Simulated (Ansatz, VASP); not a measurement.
**AgCl: VASP beside Ansatz**

```
Ag Cl
1.0
     0.00000    2.71769    2.77315
     2.71769    0.00000    2.77315
     2.71769    2.71769    0.00000
Ag Cl
1 1
Direct
  0.50000 0.50000 0.50000
  0.00000 0.00000 0.00000
```

Change from the starting cell: equal xx and yy strain of -2 %, crystal datasets.

Alike in both runs: task electric field gradients; functional PBEsol; k mesh 9 × 9 × 9; occupations fermi-dirac, width 0.01 eV; no spin polarisation.

```csv
,VASP,Ansatz
version,VASP 6.6.1,Ansatz 0.2.0
potentials or method,"VASP PAW PBE potentials, release 64 (Ag, Cl), cutoff 520 eV","all-electron PAW with datasets made for the crystal, scalar-relativistic"
```

|  | VASP | Ansatz | Ansatz less VASP |
| --- | --- | --- | --- |
| gap on the k mesh at the Fermi level (eV) | 0.71 | 0.72 | +0.005 |
| pressure (GPa) | -0.8 | -0.7 | +0.11 |
| largest component of the traceless stress (GPa) | 0.35 | 0.36 | +0.010 |
| Vzz of the field gradient on the site that differs most (V/Å²) | 12.5 | 10.3 | -2.22 |

Ansatz ran all-electron here, so the differences hold the error of VASP's frozen core and of both bases. Ansatz warned: «gradients_without_spin_orbit».

Caveats: the PAW data sets were made with another functional, which shifts forces and pressure a little (VASP); an odd mesh through Γ misses points on the zone boundary, where band edges often lie.
